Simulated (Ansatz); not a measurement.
# Energy landscape near a ZnS structure

Level of theory: Ansatz 0.2.0, DFT PBE, scalar-relativistic, plane waves, PAW.

Cutoff 420 eV; k points 9×9×6 on the computed 4-atom cell (Γ-centred); Gaussian smearing, width 0.02 eV; no spin polarisation.

Reference cell:

```
CELL_PARAMETERS angstrom
3.81100 0.00000 0.00000
-1.90550 3.30042 0.00000
0.00000 0.00000 6.23400
ATOMIC_POSITIONS crystal
Zn 0.33333 0.66667 0.00000
Zn 0.66667 0.33333 0.50000
S 0.33333 0.66667 0.38500
S 0.66667 0.33333 0.88500
```

Each variant moves atoms of this cell by the vectors given, if any (Å), and then applies a symmetric strain (tensor components, Cartesian axes). The reference cell isn't relaxed at this level. Energies are per atom at zero smearing, counted from the lowest variant. Pressure is positive in compression.

1. strain (xx yy zz yz xz xy, %) -2.66 -2.66 0.34 0.00 0.00 0.00; moves: Zn1 (0.000, 0.000, 0.100); Zn2 (0.000, 0.000, 0.100); S3 (0.000, 0.000, -0.100); S4 (0.000, 0.000, -0.100)
2. no strain; moves: Zn1 (0.225, 0.000, 0.000)
3. strain (xx yy zz yz xz xy, %) 1.16 1.16 7.16 0.00 0.00 0.00; moves: Zn1 (0.000, 0.000, -0.250); Zn2 (0.000, 0.000, -0.250); S3 (0.000, 0.000, 0.250); S4 (0.000, 0.000, 0.250)
4. strain (xx yy zz yz xz xy, %) 1.19 1.19 10.18 0.00 0.00 0.00; moves: Zn1 (0.000, 0.000, -0.030); Zn2 (0.000, 0.000, -0.030); S3 (0.000, 0.000, 0.030); S4 (0.000, 0.000, 0.030)

```json
{"result": "A", "ΔE (meV/atom)": "22.6", "P (GPa)": "-3.16", "largest force (eV/Å)": "0.29", "gap on mesh (eV)": "1.73"}
{"result": "B", "ΔE (meV/atom)": "2.8", "P (GPa)": "3.37", "largest force (eV/Å)": "1.86", "gap on mesh (eV)": "2.18"}
{"result": "C", "ΔE (meV/atom)": "0.0", "P (GPa)": "6.60", "largest force (eV/Å)": "0.84", "gap on mesh (eV)": "2.27"}
{"result": "D", "ΔE (meV/atom)": "113.5", "P (GPa)": "2.39", "largest force (eV/Å)": "0.37", "gap on mesh (eV)": "2.36"}
```

(1) Which variant gave which result?

An odd mesh misses points on the zone edge, so a gap read on it can be too wide.

## Answers

(1) A is 4, B is 2, C is 1, D is 3. The pressure falls as the cell grows: from the smallest volume to the largest the variants are 1, 2, 3, 4.